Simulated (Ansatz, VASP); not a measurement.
## LuNi2B2C: VASP beside Ansatz

Wanted: the spread between two codes on one cell, functional and k mesh. The structure shown comes from an earlier Ansatz run, which isn't shown and may have moved the atoms alone.

Method: plane waves, with VASP 6.6.1 beside it; elastic constants at PBEsol, in Ansatz 0.2.0.

## Step 1: Set-up

It takes space group I4/mmm (No. 139, tetragonal). Conventional cell: a = 3.431 Å, b = 3.431 Å, c = 10.449 Å, α = 90.00°, β = 90.00°, γ = 90.00°. Nearest to Lu lie 4 C at 2.43 Å and 8 B at 2.85 Å. Ni has 4 B at 2.05 Å nearest. Nearest to B lie 1 C at 1.49 Å and 4 Ni at 2.05 Å and 4 Lu at 2.85 Å. Nearest to C lie 2 B at 1.49 Å and 4 Lu at 2.43 Å. Farther neighbours are not listed.

Coordinates:

```cif
data_structure
_symmetry_space_group_name_H-M 'P 1'
_symmetry_Int_Tables_number 1
_cell_length_a 5.7603
_cell_length_b 5.7603
_cell_length_c 5.7603
_cell_angle_alpha 145.345
_cell_angle_beta 145.345
_cell_angle_gamma 49.821
_cell_volume 61.51
loop_
_atom_site_label
_atom_site_type_symbol
_atom_site_fract_x
_atom_site_fract_y
_atom_site_fract_z
_atom_site_occupancy
Lu1 Lu 0.00000 0.00000 0.00000 1
Ni2 Ni 0.75000 0.25000 0.50000 1
Ni3 Ni 0.25000 0.75000 0.50000 1
B4 B 0.35760 0.35760 0.00000 1
B5 B 0.64240 0.64240 0.00000 1
C6 C 0.50000 0.50000 0.00000 1
```

## Step 2: Ansatz: elastic constants, PBEsol

Ansatz runs on its default PAW (the set named soft_2) files.

Elastic constants are differences of stresses under small strains, so they test the stress and the mesh.

File input.yaml:

```yaml
crystal:
  lattice:
    - [-1.715611915, 1.715611915, 5.2244425661]
    - [1.715611915, -1.715611915, 5.2244425661]
    - [1.715611915, 1.715611915, -5.2244425661]
  atoms:
    - { symbol: Lu, position: [0.0, 0.0, 0.0] }
    - { symbol: Ni, position: [0.75, 0.25, 0.5] }
    - { symbol: Ni, position: [0.25, 0.75, 0.5] }
    - { symbol: B, position: [0.3575824325, 0.3575824325, 0.0] }
    - { symbol: B, position: [0.6424175675, 0.6424175675, 0.0] }
    - { symbol: C, position: [0.5, 0.5, 0.0] }
kpoints:
  mp_grid: { grid: [6, 6, 6] }
hamiltonian:
  xc: pbesol
scf:
  occupations: { method: gaussian, width: 0.1 }
output:
  forces: true
  stress: true
  eigenvalues: true
elastic:
  mode: relaxed_ion
  stencil: two_point
```

Launch:

```console
$ ansatz run input.yaml --threads 8 --pin off --max-ram 16384MiB --backend cpu --events-out ev --progress --plain --runs-dir out
```

Numbers of over 12 decimals in the logs are rounded to 6 here.

Log:

```text
Engine: ansatz 0.2.0, aarch64-unknown-linux-gnu
Pseudopotentials: kind: paw
Pseudopotential: Lu, paw, valence charge 25, recommended cutoff 420 eV (normal), Lu.paw.azcp
Pseudopotential: Ni, paw, valence charge 18, recommended cutoff 420 eV (normal), Ni.paw.azcp
Pseudopotential: B, paw, valence charge 3, recommended cutoff 420 eV (normal), B.paw.azcp
Pseudopotential: C, paw, valence charge 4, recommended cutoff 420 eV (normal), C.paw.azcp
Functional definition: PBEsol
  exchange = pbesol_x
  correlation = pbesol_c
Crystal: 6 atoms, lattice volume = 61.509 Å³
Basis set: ecut = 420 eV, 1193 PW (Γ), exchange–correlation on 80×80×80 points (8 copies of the dense FFT grid, shifted against one another)
Bands: 43, of which v1, the nominal top of the filled ones, is band 36 counted from 1 (35 counted from 0)
Symmetry: 16 space group operations
Space group: I4/mmm (ITA 139), of the structure as read, at distance tolerance 3.9e-5 Å
k-points: 30 of 216
Non-local potential: Lu, projectors of the file, l = 0: 3, l = 1: 2, l = 2: 2, l = 3: 3
Non-local potential: Ni, projectors of the file, l = 0: 3, l = 1: 2, l = 2: 3, l = 3: 1
Non-local potential: B, projectors of the file, l = 0: 2, l = 1: 2, l = 2: 1
Non-local potential: C, projectors of the file, l = 0: 2, l = 1: 2, l = 2: 1
PAW form: soft (Blöchl's): semilocal exchange-correlation on the pseudo side does not see the compensation charge
PAW frozen core: Lu, regenerated for the run's functional, and the local potential with it (the file was generated under x = pbe(κ = 0.804, μ = 0.219515), c = pbe(β = 0.066725))
PAW frozen core: Ni, regenerated for the run's functional, and the local potential with it (the file was generated under x = pbe(κ = 0.804, μ = 0.219515), c = pbe(β = 0.066725))
PAW frozen core: B, regenerated for the run's functional, and the local potential with it (the file was generated under x = pbe(κ = 0.804, μ = 0.219515), c = pbe(β = 0.066725))
PAW frozen core: C, regenerated for the run's functional, and the local potential with it (the file was generated under x = pbe(κ = 0.804, μ = 0.219515), c = pbe(β = 0.066725))
PAW one-centre angular grid: Lu, 590 points (default); XC on 64 Gauss nodes
PAW one-centre angular grid: Ni, 590 points (default); XC on 64 Gauss nodes
PAW one-centre angular grid: B, 110 points (default); XC on 64 Gauss nodes
PAW one-centre angular grid: C, 110 points (default); XC on 64 Gauss nodes
Initial density: superposition of atomic densities (neutral atoms: chi_scale 0, normalization atom), corrected by the library's trained network
Initial wavefunctions: pseudopotential atomic-orbital guess
Functional: x = pbesol(κ = 0.804, μ = 0.123457), c = pbesol(β = 0.046)
SCF iter   1: F=—  HF=-26776.717115 eV  |F-HF|=—  |Δ(HF+E_count)|=         —  Δρ=1.40e-2  dr2=9.29e-2  ethr=1.77e-3  ⟨swp⟩=6.2  Hψ=5806  notcnv=0  defer=2
preconditioner: auto → Kerker (q_TF=auto, 2.794 Å⁻¹)  [metal: Δε(μ)=0.014 eV  Ē_g=10.639 eV  σ=0.100 eV  W_gap=0.08  n_scr=24 (ndim 8)  ℏωp=34.5 eV  f_vac=0.000  D(μ)=3.65/eV (n_scr^D=32)]
SCF iter   2: F=—  HF=-26776.702899 eV  |F-HF|=—  |Δ(HF+E_count)|=   1.42e-2  Δρ=4.28e-3  dr2=1.48e-2  ethr=1.31e-4  ⟨swp⟩=2.2  Hψ=2729  notcnv=0  defer=28
SCF iter   3: F=—  HF=-26776.700644 eV  |F-HF|=—  |Δ(HF+E_count)|=   2.26e-3  Δρ=1.49e-3  dr2=3.10e-3  ethr=2.08e-5  ⟨swp⟩=2.0  Hψ=1928  notcnv=0  defer=28
SCF iter   4: F=—  HF=-26776.700359 eV  |F-HF|=—  |Δ(HF+E_count)|=   2.85e-4  Δρ=1.13e-3  dr2=1.73e-3  ethr=4.37e-6  ⟨swp⟩=3.0  Hψ=2279  notcnv=0  defer=28
SCF iter   5: F=—  HF=-26776.699667 eV  |F-HF|=—  |Δ(HF+E_count)|=   6.92e-4  Δρ=4.45e-4  dr2=3.54e-4  ethr=2.44e-6  ⟨swp⟩=2.8  Hψ=2156  notcnv=0  defer=28
SCF iter   6: F=—  HF=-26776.699612 eV  |F-HF|=—  |Δ(HF+E_count)|=   5.55e-5  Δρ=2.64e-4  dr2=2.98e-5  ethr=4.99e-7  ⟨swp⟩=2.0  Hψ=2193  notcnv=0  defer=35
SCF iter   7: F=—  HF=-26776.699596 eV  |F-HF|=—  |Δ(HF+E_count)|=   1.58e-5  Δρ=1.03e-4  dr2=8.95e-6  ethr=4.20e-8  ⟨swp⟩=2.4  Hψ=2454  notcnv=0  defer=35
SCF iter   8: F=—  HF=-26776.699593 eV  |F-HF|=—  |Δ(HF+E_count)|=   3.00e-6  Δρ=2.24e-5  dr2=6.33e-7  ethr=1.26e-8  ⟨swp⟩=2.3  Hψ=2162  notcnv=0  defer=35
SCF iter   9: F=—  HF=-26776.699594 eV  |F-HF|=—  |Δ(HF+E_count)|=   1.29e-6  Δρ=1.27e-5  dr2=7.01e-8  ethr=8.91e-10  ⟨swp⟩=2.0  Hψ=2092  notcnv=0  defer=35
SCF iter  10: F=—  HF=-26776.699594 eV  |F-HF|=—  |Δ(HF+E_count)|=   2.03e-8  Δρ=1.28e-6  dr2=1.03e-9  ethr=9.87e-11  ⟨swp⟩=2.0  Hψ=2086  notcnv=0  defer=35
[...]
SCF iter   3: F=—  HF=-26776.699530 eV  |F-HF|=—  |Δ(HF+E_count)|=  3.64e-12  Δρ=3.27e-8  dr2=1.83e-13  ethr=5.21e-16 (applied; sched 1.00e-12)  ⟨swp⟩=1.2  Hψ=1990  notcnv=0
iter 4 did not close the SCF: its close was put off for the readings that it lacked (scf_convergence_deferred on its scf_iter line)
SCF iter   4: F=-26776.699530 eV  HF=-26776.699530 eV  |F-HF|=7.28e-12  |Δ(HF+E_count)|=    0.00e0  Δρ=1.20e-8  dr2=2.58e-14  ethr=2.57e-16 (applied; sched 1.00e-12)  ⟨swp⟩=2.4  Hψ=3115  notcnv=0
iter 5 did not close the SCF: its close was put off for the readings that it lacked (scf_convergence_deferred on its scf_iter line)
[...]
SCF iter   7: F=-26776.699530 eV  HF=-26776.699530 eV  |F-HF|=3.64e-12  |Δ(HF+E_count)|=  3.64e-12  Δρ=1.43e-9  dr2=5.66e-16  ethr=1.41e-16 (applied; sched 1.00e-12)  ⟨swp⟩=1.4  Hψ=2083  notcnv=0
SCF iter   8: F=-26776.699530 eV  HF=-26776.699530 eV  |F-HF|=3.64e-12  |Δ(HF+E_count)|=  7.28e-12  Δρ=1.23e-9  dr2=3.32e-16  ethr=1.00e-12  ⟨swp⟩=3.1  Hψ=7254  notcnv=0
SCF 35 converged in 8 iterations: F = -26776.699530 eV  dr2 = 3.32e-16
SCF converged after 13 iterations
Free energy (F): -26776.699595 eV
Harris-Foulkes:  -26776.699595 eV  (|F-HF|=3.64e-12)
Internal energy: -26776.681719 eV  (E = F + TS)
E sigma→0 (E₀):  -26776.690657 eV
Entropy (-TS):   -0.017876 eV (-2.979 meV/atom)
Fermi energy:    16.750422 eV
--- Per-component energies (eV) ---
  E_band       = -475.114149
  E_kinetic    = 1181.267010
  E_local      = -14324.248696  (includes V_loc(G=0)·N_el)
  E_nonlocal   = 1897.492816
  E_hartree    = 6045.748178
  E_xc         = -502.829101
  E_vxc        = -619.270884  (∫ρ·V_xc dr)
  E_paw        = -10686.821227  (= ΣΔE_a)
  E_vpaw       = -701.851801  (= ΣTr[D̂ρ^β])
  E_aug_tail   = 0.001051  (compensation charges beyond the density's cutoff)
  E_ewald      = -10388.929018
  E_core_change = 1.637268  (= ΣΔE_core)
  E_smearing   = -0.017876  (= −TS)
  E_closure    = -0.000000  (closes the sum)
  Σ components = -26776.699595   (vs F -26776.699595, Δ=0.00e0)
--- Forces (eV/Å), atoms counted from 1 ---
  atom   1  Lu    -0.00000000     0.00000000    -0.00000000
  atom   2  Ni     0.00000000     0.00000000     0.00000000
  atom   3  Ni    -0.00000000    -0.00000000     0.00000000
  atom   4  B      0.00000000     0.00000000    -0.00000147
  atom   5  B      0.00000000     0.00000000     0.00000147
  atom   6  C      0.00000000    -0.00000000     0.00000000
  max |Σ_I F_I| component: 1.73e-18 eV/Å
--- Stress (GPa, compression-positive) ---
       -0.026132      -0.000000       0.000000
       -0.000000      -0.026132       0.000000
        0.000000       0.000000      -0.004541
  P = ⅓ Tr σ = -0.0189 GPa (-0.189 kbar)
--- Band table (eV; the first three rows and the last of 30) ---
  k-point 0: bands = [... 32 lower, 15.6222, 16.0152, 16.0152, 16.1994, 16.2279, 16.6238, 20.9126, 21.1112, ... 3 higher]
  k-point 1: bands = [... 32 lower, 15.1017, 15.2617, 15.3279, 16.7419, 17.1916, 18.6742, 20.8162, 21.5299, ... 3 higher]
  k-point 2: bands = [... 32 lower, 14.8909, 14.9516, 15.0851, 16.2063, 16.7827, 19.9049, 20.7583, 20.8102, ... 3 higher]
  k-point 29: bands = [... 32 lower, 15.3219, 15.5313, 16.2279, 17.0279, 19.2129, 19.2129, 19.3513, 19.3513, ... 3 higher]
--- Elastic constants: 4 strain directions × 2 members + reference (group order 16) ---
  dense FFT box of the reference and of every strained cell: 40×40×40
  strains applied: 11, 33, 23, 12; error gains: componentwise 1.00 (the most a stress slope's error grows in a printed constant), spectral 1.41 (1 for all six strains in a standard setting)
  reference relaxed by the batch: 3 steps; max|allowed force component| 4.61e-3 eV/Å at the deck's positions, 1.52e-6 at the last accepted step, 1.47e-6 by the solve of record
  largest displacement 1.6e-4 Å; the constants are those of the deck's cell at these positions:
  atoms:
    - { symbol: Lu, position: [0, 0, 0] }
    - { symbol: Ni, position: [0.750000, 0.25, 0.5] }
    - { symbol: Ni, position: [0.25, 0.750000, 0.5] }
    - { symbol: B, position: [0.357597, 0.357597, 0] }
    - { symbol: B, position: [0.642403, 0.642403, 0] }
    - { symbol: C, position: [0.500000, 0.500000, 0] }
  C = ∂σ_k/∂η_j (tension-positive GPa; Voigt order 11 22 33 23 13 12):
       299.290    170.321    154.030     -0.000      0.000      0.000
       170.321    299.290    154.030      0.000      0.000      0.000
       153.821    153.821    313.935      0.000      0.000     -0.000
         0.000      0.000      0.000     65.905      0.000      0.000
         0.000      0.000     -0.000      0.000     65.905      0.000
        -0.000      0.000      0.000     -0.000      0.000    153.451
  reference stress σ⁰ (GPa):      0.026      0.026      0.005     -0.000     -0.000      0.000
  C* (energy form; C + prestress term) asymmetry max|C*_kj − C*_jk| = 2.305e-1 GPa — a small one proves nothing (zero by symmetry where the batch's group is 432, −43m or m−3m); a large one is finite-difference/SCF noise where every solve meets its electron count
  moduli (Voigt/Reuss/Hill, GPa): K = 207.65/207.65/207.65   G = 86.01/77.13/81.57   E = 216.38   ν = 0.326
  mechanically stable: yes (min eigenvalue of sym C = 65.91 GPa)
  strain η (Voigt 11):  stress-route row diagonal C_11 = 299.29 GPa, energy-path curvature d²(F+E_count+ΔE)/dδ²/Ω₀ = 300.02 GPa
         δ    σ_11 (GPa)             F (eV)   n_scf  n_hpsi   n_pw
    -2.000e-3      -0.5732      -26776.6994144       8   33779   1210   relax 5 steps, max|allowed force component| 1.86e-6 eV/Å
     2.000e-3       0.6240      -26776.6994029       8   33996   1216   relax 3 steps, max|allowed force component| 2.67e-7 eV/Å
  strain η (Voigt 33):  stress-route row diagonal C_33 = 313.93 GPa, energy-path curvature d²(F+E_count+ΔE)/dδ²/Ω₀ = 314.79 GPa
         δ    σ_33 (GPa)             F (eV)   n_scf  n_hpsi   n_pw
    -2.000e-3      -0.6226      -26776.6994077       8   21842   1216   relax 3 steps, max|allowed force component| 2.74e-6 eV/Å
     2.000e-3       0.6331      -26776.6994271       8   21847   1222   relax 3 steps, max|allowed force component| 3.23e-6 eV/Å
  strain η (Voigt 23):  stress-route row diagonal C_44 = 65.91 GPa, energy-path curvature d²(F+E_count+ΔE)/dδ²/Ω₀ = 66.23 GPa
         δ    σ_23 (GPa)             F (eV)   n_scf  n_hpsi   n_pw
    -2.000e-3      -0.1318      -26776.6995926       8   49832   1214   relax 4 steps, max|allowed force component| 4.29e-5 eV/Å
     2.000e-3       0.1318      -26776.6995926       8   49305   1214   relax 3 steps, max|allowed force component| 3.07e-5 eV/Å
  strain η (Voigt 12):  stress-route row diagonal C_66 = 153.45 GPa, energy-path curvature d²(F+E_count+ΔE)/dδ²/Ω₀ = 153.76 GPa
         δ    σ_12 (GPa)             F (eV)   n_scf  n_hpsi   n_pw
    -2.000e-3      -0.3069      -26776.6995302       8   35199   1216   relax 1 steps, max|allowed force component| 1.14e-5 eV/Å
     2.000e-3       0.3069      -26776.6995302       8   35239   1216   relax 1 steps, max|allowed force component| 1.14e-5 eV/Å
```

In the SCF lines HF is the Harris–Foulkes energy and dr2 the Hartree energy of the density residual, in eV; the loop may stop once dr2 is under the threshold and the program's other checks hold. Hψ counts applications of the Hamiltonian.

(Continued in part 2 of 2.)

[Lines on the potential files, build, host, timing and source positions are cut from VASP's logs without a mark.]

[Logs are printed without paths, hosts, clocks, repeated set-up lines and the standing remarks that a program may print on its own settings, such as how far it seeks lower states.]

[Hosts, paths, dates, database ids (printed as entryN), source tags and the programs' standing remarks are cut or masked in the printed files.]
